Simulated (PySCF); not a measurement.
From one molecule to another.

First species: C4H9ClO3Si.
SMILES: `CO[C@@H]1COC[Si@@H](Cl)O1`

Second species: C3H9N.
SMILES: `CCCN`

Levels: PBE0/pcSseg-1 for HOMO energy, LUMO energy and HOMO–LUMO gap. Geometries: GFN2-xTB. Each structure is a single optimised conformer of the isolated species, non-relativistic unless stated. Electronic properties by PySCF.

The conformers computed, where there is a choice (atom-mapped SMILES and torsion angles):
- `[CH3:1][CH2:2][CH2:3][NH2:4]`: C1–C2–C3–N4 -175°, H–N4–C3–C2 -62°, H–N4–C3–C2 179°

The conformers of `CO[C@@H]1COC[Si@@H](Cl)O1` aren't listed.

```csv
property,column X,column Y
HOMO energy,-6.65 eV,-7.27 eV
LUMO energy,1.57 eV,0.32 eV
HOMO–LUMO gap,8.22 eV,7.59 eV
```

(1) Which column belongs to which species?

(2) How does each property change from the first species to the second?

Results:

(1) Column X is the second species and column Y the first. The first has 18 atoms and 88 electrons, the second 13 and 34.

(2) HOMO energy +0.62 eV; LUMO energy +1.25 eV; HOMO–LUMO gap +0.63 eV.

